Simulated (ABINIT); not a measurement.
# Si2Mo (I4/mmm) in ABINIT: settings compared

The runs below take Si2Mo through single point, with PBEsol, PBE.

Program: ABINIT 10.8.3 (patched build). These are calculated values, not measurements. Logs are shortened: lines on timing, memory, paths and dates and some standing lists are left out, and cuts for length are marked. The log counts tension as positive stress, the text compression.

**1. Starting point**

It takes space group I4/mmm (No. 139, tetragonal). Conventional cell: a = 3.200 Å, b = 3.200 Å, c = 7.861 Å, α = 90.00°, β = 90.00°, γ = 90.00°. Mo (site symmetry 4/mmm) has 10 Si at 2.62 Å as nearest neighbours. Around Si (site symmetry 4mm) lie 5 Si at 2.61 to 2.63 Å and 5 Mo at 2.62 Å.

**2. Single point, PBEsol**

File run.abi:

```
pp_dirpath "./"
pseudos "Mo.upf, Si.upf"

acell 8.5704507594 8.5704507594 8.5704507594
rprim
    -0.3527891221     0.3527891221     0.8666485278
     0.3527891221    -0.3527891221     0.8666485278
     0.3527891221     0.3527891221    -0.8666485278
ntypat 2
znucl 42 14
natom 3
typat 1 2 2
xred
     0.0000000000     0.0000000000     0.0000000000
     0.6670000000     0.6670000000     0.0000000000
     0.3330000000     0.3330000000     0.0000000000

ecut 36.0

kptopt 1
ngkpt 9 9 9
nshiftk 1
shiftk 0.0 0.0 0.0

ixc -116133

nband 15
occopt 3
tsmear 0.05 eV

nstep 100
tolvrs 1.0e-10

iomode 3
prtwf 0
prtden 0
prteig 0
prtebands 0
enunit 1
```

Potentials or basis: PseudoDojo NC SR PBEsol v0.4.1 standard.

Command:

```
> mpirun --bind-to none -np 4 abinit run.abi > log 2>&1
```

run.abo:

```text
.Version 10.8.3 of ABINIT
 Symmetries : space group I4/m m m (#139); Bravais tI (body-center tetrag.)
================================================================================
 Values of the parameters that define the memory need of the present run
     intxc =       0    ionmov =       0      iscf =       7    lmnmax =       6
     lnmax =       6     mgfft =      48  mpssoang =       3    mqgrid =    3001
     natom =       3  nloc_mem =       1    nspden =       1   nspinor =       1
    nsppol =       1      nsym =      16    n1xccc =    2501    ntypat =       2
    occopt =       3   xclevel =       2
       mpw =        2819          nfft =      110592          nkpt =          75
================================================================================
================================================================================

--------------------------------------------------------------------------------
------------- Echo of variables that govern the present computation ------------
--------------------------------------------------------------------------------
 -outvars: echo values of preprocessed input variables --------
            acell      8.5704507594E+00  8.5704507594E+00  8.5704507594E+00 Bohr
              amu      9.59400000E+01  2.80855000E+01
             ecut      3.60000000E+01 Hartree
           enunit           1
                       outvar_i_n : Printing only first  50 k-points.
              ixc     -116133
                       outvar_i_n : Printing only first  50 k-points.
         kptrlatt        9    0    0      0    9    0      0    0    9
          kptrlen      5.44241124E+01
            natom           3
            nband          15
            ngfft          48      48      48
             nkpt          75
            nstep         100
             nsym          16
           ntypat           2
                       prtocc : prtvol=0, do not print more k-points.
           occopt           3
           prtden           0
        prtebands           0
           prteig           0
            prtwf           0
            rprim     -3.5278912210E-01  3.5278912210E-01  8.6664852780E-01
                       3.5278912210E-01 -3.5278912210E-01  8.6664852780E-01
                       3.5278912210E-01  3.5278912210E-01 -8.6664852780E-01
          spgroup         139
           tolvrs      1.00000000E-10
           tsmear      1.83746611E-03 Hartree
            typat      1  2  2
                       outvars : Printing only first  50 k-points.
           xangst      0.0000000000E+00  0.0000000000E+00  0.0000000000E+00
                       3.0204200323E-17 -1.1973678529E-16  5.2432869967E+00
                      -3.9953875626E-17 -4.7453009764E-18  2.6177129984E+00
            xcart      0.0000000000E+00  0.0000000000E+00  0.0000000000E+00
                       5.7077666462E-17 -2.2626973139E-16  9.9083764233E+00
                      -7.5501882602E-17 -8.9673192304E-18  4.9467606431E+00
             xred      0.0000000000E+00  0.0000000000E+00  0.0000000000E+00
                       6.6700000000E-01  6.6700000000E-01 -2.7978932821E-17
                       3.3300000000E-01  3.3300000000E-01 -1.3968492698E-17
            znucl       42.00000   14.00000

================================================================================

 chkinp: Checking input parameters for consistency.

================================================================================
== DATASET  1 ==================================================================

--- !DatasetInfo
iteration_state: {dtset: 1, }
dimensions: {natom: 3, nkpt: 75, mband: 15, nsppol: 1, nspinor: 1, nspden: 1, mpw: 2819, }
cutoff_energies: {ecut:  36.0, pawecutdg:  -1.0, }
electrons: {nelect:   2.20000000E+01, charge:   0.00000000E+00, occopt:   3.00000000E+00, tsmear:   1.83746611E-03, }
meta: {optdriver: 0, ionmov: 0, optcell: 0, iscf: 7, paral_kgb: 0, }
...

 Real(R)+Recip(G) space primitive vectors, cartesian coordinates (Bohr,Bohr^-1):
 R(1)= -3.0235618  3.0235618  7.4275685  G(1)=  0.0000000  0.1653679  0.0673168
 R(2)=  3.0235618 -3.0235618  7.4275685  G(2)=  0.1653679  0.0000000  0.0673168
 R(3)=  3.0235618  3.0235618 -7.4275685  G(3)=  0.1653679  0.1653679  0.0000000
 Unit cell volume ucvol=  2.7160913E+02 bohr^3
 Angles (23,13,12)=  1.38683989E+02  1.38683989E+02  5.98570360E+01 degrees

 getcut: wavevector=  0.0000  0.0000  0.0000  ngfft=  48  48  48
         ecut(hartree)=     36.000   => boxcut(ratio)=   2.07359

--- Pseudopotential description ------------------------------------------------
- pspini: atom type   1  psp file is ./Mo.upf
12 -116133 2 -1 1640                          pspcod,pspxc,lmax,lloc,mmax
     nproj     2     2     2

- pspini: atom type   2  psp file is ./Si.upf
12 -116133 2 -1 1510                          pspcod,pspxc,lmax,lloc,mmax
     nproj     2     2     2

   6.96943745E+02                                ecore*ucvol(ha*bohr**3)
--------------------------------------------------------------------------------

================================================================================

--- !BeginCycle
iteration_state: {dtset: 1, }
solver: {iscf: 7, nstep: 100, nline: 4, wfoptalg: 0, }
tolerances: {tolvrs: 1.00E-10, }
...

     iter   Etot(hartree)      deltaE(h)  residm     vres2
 ETOT  1  -78.648141211071    -7.865E+01 1.158E-01 1.148E+03
 ETOT  2  -78.445201134532     2.029E-01 4.790E-02 4.025E+03
 ETOT  3  -78.804189937714    -3.590E-01 2.471E-02 1.166E+01
 ETOT  4  -78.805444361638    -1.254E-03 3.860E-03 8.552E-01
 ETOT  5  -78.805515185081    -7.082E-05 1.362E-03 6.472E-02
 ETOT  6  -78.805521218475    -6.033E-06 1.217E-03 4.268E-05
 ETOT  7  -78.805521225487    -7.012E-09 5.075E-04 4.144E-07
 ETOT  8  -78.805521225549    -6.261E-11 1.069E-03 5.368E-07
 ETOT  9  -78.805521225602    -5.267E-11 4.380E-04 1.951E-09
 ETOT 10  -78.805521225606    -4.306E-12 1.118E-03 5.564E-11

 At SCF step   10       vres2   =  5.56E-11 < tolvrs=  1.00E-10 =>converged.

 Cartesian components of stress tensor (hartree/bohr^3)
  sigma(1 1)=  8.03040459E-05  sigma(3 2)=  0.00000000E+00
  sigma(2 2)=  8.03040459E-05  sigma(3 1)=  0.00000000E+00
  sigma(3 3)=  1.34004388E-04  sigma(2 1)=  0.00000000E+00

--- !ResultsGS
iteration_state: {dtset: 1, }
comment   : Summary of ground state results
lattice_vectors:
- [ -3.0235618,   3.0235618,   7.4275685, ]
- [  3.0235618,  -3.0235618,   7.4275685, ]
- [  3.0235618,   3.0235618,  -7.4275685, ]
lattice_lengths: [   8.57045,    8.57045,    8.57045, ]
lattice_angles: [138.684, 138.684,  59.857, ] # degrees, (23, 13, 12)
lattice_volume:   2.7160913E+02
convergence: {deltae: -4.306E-12, res2:  5.564E-11, residm:  1.118E-03, diffor: null, }
etotal    :  -7.88055212E+01
entropy   :   0.00000000E+00
fermie    :   4.68969651E-01
cartesian_stress_tensor: # hartree/bohr^3
- [  8.03040459E-05,   0.00000000E+00,   0.00000000E+00, ]
- [  0.00000000E+00,   8.03040459E-05,   0.00000000E+00, ]
- [  0.00000000E+00,   0.00000000E+00,   1.34004388E-04, ]
pressure_GPa:  -2.8893E+00
xred      :
- [  0.0000E+00,   0.0000E+00,   0.0000E+00, Mo]
- [  6.6700E-01,   6.6700E-01,  -2.7979E-17, Si]
- [  3.3300E-01,   3.3300E-01,  -1.3968E-17, Si]
cartesian_forces: # hartree/bohr
- [ -0.00000000E+00,  -0.00000000E+00,  -0.00000000E+00, ]
- [  7.45898838E-19,  -9.88824638E-19,  -6.80849704E-03, ]
- [ -7.45898838E-19,   9.88824638E-19,   6.80849704E-03, ]
force_length_stats: {min:   0.00000000E+00, max:   6.80849704E-03, mean:   4.53899803E-03, }
...

 Integrated electronic density in atomic spheres:
 ------------------------------------------------
 Atom  Sphere_radius  Integrated_density
    1        2.00000         10.60312743
    2        2.00000          1.77237800
    3        2.00000          1.77237800
================================================================================

 ----iterations are completed or convergence reached----

 Mean square residual over all n,k,spin=   43.655E-07; max=  11.182E-04
 reduced coordinates (array xred) for    3 atoms
       0.000000000000      0.000000000000      0.000000000000
       0.667000000000      0.667000000000     -0.000000000000
       0.333000000000      0.333000000000     -0.000000000000
 rms dE/dt=  4.1291E-02; max dE/dt=  5.0571E-02; dE/dt below (all hartree)
    1       0.000000000000      0.000000000000      0.000000000000
    2       0.050570578400      0.050570578400     -0.050570578400
    3      -0.050570578400     -0.050570578400      0.050570578400

 cartesian coordinates (angstrom) at end:
    1      0.00000000000000     0.00000000000000     0.00000000000000
    2      0.00000000000000    -0.00000000000000     5.24328699670748
    3     -0.00000000000000    -0.00000000000000     2.61771299835621

 cartesian forces (hartree/bohr) at end:
    1     -0.00000000000000    -0.00000000000000    -0.00000000000000
    2      0.00000000000000    -0.00000000000000    -0.00680849704363
    3     -0.00000000000000     0.00000000000000     0.00680849704363
 frms,max,avg= 3.2095563E-03 6.8084970E-03   0.000E+00  0.000E+00  0.000E+00 h/b

 cartesian forces (eV/Angstrom) at end:
    1     -0.00000000000000    -0.00000000000000    -0.00000000000000
    2      0.00000000000000    -0.00000000000000    -0.35010699462718
    3     -0.00000000000000     0.00000000000000     0.35010699462718
 frms,max,avg= 1.6504202E-01 3.5010699E-01   0.000E+00  0.000E+00  0.000E+00 e/A
 length scales=  8.570450759400  8.570450759400  8.570450759400 bohr
              =  4.535287225964  4.535287225964  4.535287225964 angstroms
 Fermi (or HOMO) energy (eV) =  12.76131   Average Vxc (eV)= -12.45098
 Eigenvalues (   eV  ) for nkpt=  75  k points:
 kpt#   1, nband= 15, wtk=  0.00137, kpt=  0.0000  0.0000  0.0000 (reduced coord)
 -47.83092  -22.02404  -21.91643  -21.91643   -0.63467    6.47085    9.36382    9.77164
  10.16567   10.16567   13.24845   15.90084   15.92298   16.46975   16.64319
 prteigrs : prtvol=0 or 1, do not print more k-points.

--- !EnergyTerms
iteration_state     : {dtset: 1, }
comment             : Components of total free energy in Hartree
kinetic             :  2.56687279026644E+01
hartree             :  1.50028549643535E+01
xc                  : -1.35160237414534E+01
Ewald energy        : -6.27502804571022E+01
psp_core            :  2.56598058613152E+00
local_psp           : -5.54925612334911E+01
non_local_psp       :  9.71589227641701E+00
internal            : -7.88054097024803E+01
'-kT*entropy'       : -1.11523125836184E-04
total_energy        : -7.88055212256061E+01
total_energy_eV     : -2.14440747638582E+03
band_energy         : -4.25307018936972E+00
...

 Cartesian components of stress tensor (hartree/bohr^3)
  sigma(1 1)=  8.03040459E-05  sigma(3 2)=  0.00000000E+00
  sigma(2 2)=  8.03040459E-05  sigma(3 1)=  0.00000000E+00
  sigma(3 3)=  1.34004388E-04  sigma(2 1)=  0.00000000E+00

-Cartesian components of stress tensor (GPa)         [Pressure= -2.8893E+00 GPa]
- sigma(1 1)=  2.36262660E+00  sigma(3 2)=  0.00000000E+00
- sigma(2 2)=  2.36262660E+00  sigma(3 1)=  0.00000000E+00
- sigma(3 3)=  3.94254522E+00  sigma(2 1)=  0.00000000E+00

== END DATASET(S) ==============================================================
================================================================================

 -outvars: echo values of variables after computation  --------
            acell      8.5704507594E+00  8.5704507594E+00  8.5704507594E+00 Bohr
           etotal     -7.8805521226E+01
            fcart     -0.0000000000E+00 -0.0000000000E+00 -0.0000000000E+00
                       7.4589883789E-19 -9.8882463809E-19 -6.8084970436E-03
                      -7.4589883789E-19  9.8882463809E-19  6.8084970436E-03
            rprim     -3.5278912210E-01  3.5278912210E-01  8.6664852780E-01
                       3.5278912210E-01 -3.5278912210E-01  8.6664852780E-01
                       3.5278912210E-01  3.5278912210E-01 -8.6664852780E-01
           strten      8.0304045858E-05  8.0304045858E-05  1.3400438821E-04
                       0.0000000000E+00  0.0000000000E+00  0.0000000000E+00
           xangst      0.0000000000E+00  0.0000000000E+00  0.0000000000E+00
                       3.0204200323E-17 -1.1973678529E-16  5.2432869967E+00
                      -3.9953875626E-17 -4.7453009764E-18  2.6177129984E+00
             xred      0.0000000000E+00  0.0000000000E+00  0.0000000000E+00
                       6.6700000000E-01  6.6700000000E-01 -2.7978932821E-17
                       3.3300000000E-01  3.3300000000E-01 -1.3968492698E-17
 Calculation completed.
```

Run time: 45 s. Hardware: 4 MPI ranks of Arm Neoverse V1, shared host; peak memory 0.4 GiB.

What came out:

| Property | Result |
| --- | --- |
| Free energy | -2144.4075 eV |
| Pressure | -2.9 GPa |
| Largest force | 0.350 eV/Å |
| Band gap on the k mesh | none (metal or under the smearing width) |
| Valence electrons inside the program's atomic spheres | Mo 10.60; Si 1.77 |

Forces on the atoms (eV/Å):
```
Mo   0.000  0.000  0.000
Si   0.000  0.000 -0.350
Si   0.000  0.000  0.350
```

**3. Single point, PBE**

run.abi, as its differences from that of step 2:

```diff
@@ -1 +1,2 @@
+# Pseudopotentials
 pp_dirpath "./"
@@ -3,3 +4,4 @@
 
-acell 8.5704507594 8.5704507594 8.5704507594
+# Structure
+acell 4.5352872291 4.5352872291 4.5352872291 Angstrom
 rprim
@@ -17,4 +19,6 @@
 
-ecut 36.0
+# Plane-wave basis
+ecut 979.609905 eV
 
+# k points
 kptopt 1
@@ -24,4 +28,6 @@
 
-ixc -116133
+# Exchange and correlation
+ixc 11
 
+# Bands and occupations
 nband 15
@@ -30,2 +36,3 @@
 
+# SCF cycle
 nstep 100
@@ -33,2 +40,3 @@
 
+# Output
 iomode 3
@@ -38,2 +46 @@
 prtebands 0
-enunit 1
```

Potentials or basis: PseudoDojo NC SR PBE v0.5 standard.

Command:

```
> mpirun --bind-to none -np 4 abinit run.abi > log 2>&1
```

run.abo:

```text
.Version 10.8.3 of ABINIT
 Symmetries : space group I4/m m m (#139); Bravais tI (body-center tetrag.)
================================================================================
 Values of the parameters that define the memory need of the present run
     intxc =       0    ionmov =       0      iscf =       7    lmnmax =       6
     lnmax =       6     mgfft =      48  mpssoang =       3    mqgrid =    3001
     natom =       3  nloc_mem =       1    nspden =       1   nspinor =       1
    nsppol =       1      nsym =      16    n1xccc =    2501    ntypat =       2
    occopt =       3   xclevel =       2
       mpw =        2819          nfft =      110592          nkpt =          75
================================================================================
================================================================================

--------------------------------------------------------------------------------
------------- Echo of variables that govern the present computation ------------
--------------------------------------------------------------------------------
 -outvars: echo values of preprocessed input variables --------
            acell      8.5704507653E+00  8.5704507653E+00  8.5704507653E+00 Bohr
              amu      9.59400000E+01  2.80855000E+01
             ecut      3.60000000E+01 Hartree
                       outvar_i_n : Printing only first  50 k-points.
              ixc          11
                       outvar_i_n : Printing only first  50 k-points.
         kptrlatt        9    0    0      0    9    0      0    0    9
          kptrlen      5.44241124E+01
            natom           3
            nband          15
            ngfft          48      48      48
             nkpt          75
            nstep         100
             nsym          16
           ntypat           2
                       prtocc : prtvol=0, do not print more k-points.
           occopt           3
           prtden           0
        prtebands           0
           prteig           0
            prtwf           0
            rprim     -3.5278912210E-01  3.5278912210E-01  8.6664852780E-01
                       3.5278912210E-01 -3.5278912210E-01  8.6664852780E-01
                       3.5278912210E-01  3.5278912210E-01 -8.6664852780E-01
          spgroup         139
           tolvrs      1.00000000E-10
[... 140 lines left out ...]
    3      0.00000000000000     0.00000000000000     0.00589150338580
 frms,max,avg= 2.7772813E-03 5.8915034E-03   0.000E+00  0.000E+00  0.000E+00 h/b

 cartesian forces (eV/Angstrom) at end:
    1     -0.00000000000000    -0.00000000000000    -0.00000000000000
    2     -0.00000000000000     0.00000000000000    -0.30295328484710
    3      0.00000000000000     0.00000000000000     0.30295328484710
 frms,max,avg= 1.4281355E-01 3.0295328E-01   0.000E+00  0.000E+00  0.000E+00 e/A
 length scales=  8.570450765326  8.570450765326  8.570450765326 bohr
              =  4.535287229100  4.535287229100  4.535287229100 angstroms
 Fermi (or HOMO) energy (hartree) =   0.46155   Average Vxc (hartree)=  -0.45491
 Eigenvalues (hartree) for nkpt=  75  k points:
 kpt#   1, nband= 15, wtk=  0.00137, kpt=  0.0000  0.0000  0.0000 (reduced coord)
  -1.76865   -0.81920   -0.81536   -0.81536   -0.03094    0.23083    0.33633    0.35306
   0.36616    0.36616    0.47922    0.57681    0.57869    0.59782    0.60304
      occupation numbers for kpt#   1
   2.00000    2.00000    2.00000    2.00000    2.00000    2.00000    2.00000    2.00000
   2.00000    2.00000    0.00013    0.00000    0.00000    0.00000    0.00000
 prteigrs : prtvol=0 or 1, do not print more k-points.

--- !EnergyTerms
iteration_state     : {dtset: 1, }
comment             : Components of total free energy in Hartree
kinetic             :  2.57010368311046E+01
hartree             :  1.50106583492368E+01
xc                  : -1.35872688984487E+01
Ewald energy        : -6.27502804137117E+01
psp_core            :  2.80606963180914E+00
local_psp           : -5.56382468294601E+01
non_local_psp       :  9.66275625417309E+00
internal            : -7.87952750752968E+01
'-kT*entropy'       : -1.07021548044367E-04
total_energy        : -7.87953820968449E+01
total_energy_eV     : -2.14413157663690E+03
band_energy         : -4.43660140125686E+00
...

 Cartesian components of stress tensor (hartree/bohr^3)
  sigma(1 1)= -8.89842003E-05  sigma(3 2)=  0.00000000E+00
  sigma(2 2)= -8.89842003E-05  sigma(3 1)=  0.00000000E+00
  sigma(3 3)= -3.88854522E-05  sigma(2 1)=  0.00000000E+00

-Cartesian components of stress tensor (GPa)         [Pressure=  2.1267E+00 GPa]
- sigma(1 1)= -2.61800556E+00  sigma(3 2)=  0.00000000E+00
- sigma(2 2)= -2.61800556E+00  sigma(3 1)=  0.00000000E+00
- sigma(3 3)= -1.14404950E+00  sigma(2 1)=  0.00000000E+00

== END DATASET(S) ==============================================================
================================================================================

 -outvars: echo values of variables after computation  --------
            acell      8.5704507653E+00  8.5704507653E+00  8.5704507653E+00 Bohr
           etotal     -7.8795382097E+01
            fcart     -0.0000000000E+00 -5.7824115866E-19 -2.8912057933E-19
                      -1.4780485695E-18  5.4579548582E-19 -5.8915033858E-03
                       1.4780485695E-18  3.2445672842E-20  5.8915033858E-03
            rprim     -3.5278912210E-01  3.5278912210E-01  8.6664852780E-01
                       3.5278912210E-01 -3.5278912210E-01  8.6664852780E-01
                       3.5278912210E-01  3.5278912210E-01 -8.6664852780E-01
           strten     -8.8984200342E-05 -8.8984200342E-05 -3.8885452152E-05
                       0.0000000000E+00  0.0000000000E+00  0.0000000000E+00
           xangst      0.0000000000E+00  0.0000000000E+00  0.0000000000E+00
                      -2.2290374952E-17  1.1306093313E-16  5.2432870003E+00
                      -1.1598451498E-16  1.6130175018E-16  2.6177130002E+00
             xred      0.0000000000E+00  0.0000000000E+00  0.0000000000E+00
                       6.6700000000E-01  6.6700000000E-01  2.8365799430E-17
                       3.3300000000E-01  3.3300000000E-01  1.4161635997E-17
 Calculation completed.
```

Wall time 40 s (4 MPI ranks of Arm Neoverse V1, shared host); peak memory 0.4 GiB.

Results:

```yaml
Free_energy: -2144.1316 eV
Pressure: 2.1 GPa
Largest_force: 0.303 eV/Å
Band_gap_on_the_k_mesh: none (metal or under the smearing width)
Valence_electrons_inside_the_program's_atomic_spheres: Mo 10.61; Si 1.77
```

Forces on the atoms (eV/Å):
```
Mo   0.000  0.000  0.000
Si   0.000  0.000 -0.303
Si   0.000  0.000  0.303
```

Levels at points of the mesh, in eV from the Fermi level:
| k point | band 7 | band 8 | band 9 | band 10 | band 11 | band 12 | band 13 | band 14 | band 15 |
| --- | --- | --- | --- | --- | --- | --- | --- | --- | --- |
| (0.00, 0.00, 0.00) | -3.41 | -2.95 | -2.60 | -2.60 | 0.48 | 3.14 | 3.19 | 3.71 | 3.85 |
